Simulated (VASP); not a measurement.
Runs of VASP 6.6.1 on HgSe. The structure is cubic, space group F-43m (No. 216). The conventional cell has a = 6.232 Å, b = 6.232 Å, c = 6.232 Å, α = 90.00°, β = 90.00°, γ = 90.00°. Around Hg (site symmetry -43m) lie 4 Se at 2.70 Å. Se (site symmetry -43m) has 4 Hg at 2.70 Å as nearest neighbours. 

```tsv
task	level	spin	cell	k mesh	cutoff (eV)	smearing	gap on the mesh (eV)	pressure (GPa)	moment (μB)
single point	BLYP+D4	off	F-43m, 30.25 Å³/atom	8 × 8 × 8	520	fermi-dirac 0.05 eV	none	0.4	-
relaxation of cell and atoms	PBE+D3(BJ)	off	relaxed	8 × 8 × 8	600	fermi-dirac 0.05 eV	none	0.0	-
single point	PBEsol	non-collinear, zero start, SOC	F-43m, 28.07 Å³/atom	6 × 6 × 6	520	fermi-dirac 0.1 eV	-	(a)	0.00
phonons	RPBE	collinear, typed start	F-43m, 28.07 Å³/atom	8 × 8 × 8	520	fermi-dirac 0.1 eV	-	-	0.00
single point	PBE	off	volume scaled by 0.94	8 × 8 × 8	520	fermi-dirac 0.05 eV	none	9.8	-
```

Alike in all rows: potentials or basis VASP PAW PBE potentials, release 64 (Hg, Se).

**Question.** Fill in the values left out.

**Answer.** (a) 1.5.

Caveats: the PAW data sets were made with another functional, which shifts forces and pressure a little (some runs); pairwise dispersion overbinds metals, which lowers pressure and volume (some runs).

A k mesh can miss the band edges, and rows without SOC leave out spin-orbit coupling on Hg, Se.

A gap of «none» marks a metal or a gap under the smearing width.
